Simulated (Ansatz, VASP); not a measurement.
Os in VASP and in Ansatz

The input INCAR:

```
ALGO = Normal
EDIFF = 1E-8
ENCUT = 520
GGA = PE
ISIF = 2
ISMEAR = -1
LASPH = True
LCHARG = False
LEFG = True
LREAL = False
LWAVE = False
NBANDS = 10
NELM = 100
PREC = Accurate
SIGMA = 0.05
```

File KPOINTS:

```
k-points
0
Gamma
  14 14 14
```

The input POSCAR:

```
Os
1.0
    0.0000000000      1.9052949814      1.9052949814
    1.9052949814      0.0000000000      1.9052949814
    1.9052949814      1.9052949814      0.0000000000
Os
1
Direct
    0.0000000000      0.0000000000      0.0000000000
```

Input for Ansatz:

```yaml
crystal:
  lattice:
    - [0.0, 1.9052949814, 1.9052949814]
    - [1.9052949814, 0.0, 1.9052949814]
    - [1.9052949814, 1.9052949814, 0.0]
  atoms:
    - { symbol: Os, position: [0.0, 0.0, 0.0] }
kpoints:
  mp_grid: { grid: [14, 14, 14] }
scf:
  occupations: { method: fermi_dirac, width: 0.05 }
hamiltonian:
  xc: pbe
  pseudopotentials: { kind: paw }
output:
  forces: true
  stress: true
  eigenvalues: true
  efg: { contact_densities: true }
  write_density: true
  write_potential: true
  elf: true
  volumetric_format: npy
```

Change from the starting cell: volume scaled by 0.94, PAW files.

Alike in both runs: task electric field gradients; functional PBE; k mesh 14 × 14 × 14; occupations fermi-dirac, width 0.05 eV; no spin polarisation.

|  | VASP | Ansatz |
| --- | --- | --- |
| version | VASP 6.6.1 | Ansatz 0.2.0 |
| potentials or method | VASP PAW PBE potentials, release 64 (Os) | PAW with Ansatz's default frozen-core files, scalar-relativistic |
| plane-wave cutoff (eV) | 520 | 420 |
| valence electrons in the cell | 8 | 16 |

```tsv
	VASP	Ansatz	Ansatz less VASP
pressure (GPa)	15.6	15.4	-0.20
Vzz of the field gradient on the site that differs most (V/Å²)	0.0	0.0	0.00
```

With one functional, cell and mesh, what is left measures potentials, basis and numerics. The two sets of potentials don't hold the same shells in valence. Ansatz warned: «gradients_without_spin_orbit».

Caveats: so large a pressure means that the cell lies far from this level's equilibrium, or that cutoff or potentials fall short (VASP). The runs have no spin-orbit coupling, so splittings on Os are missing.
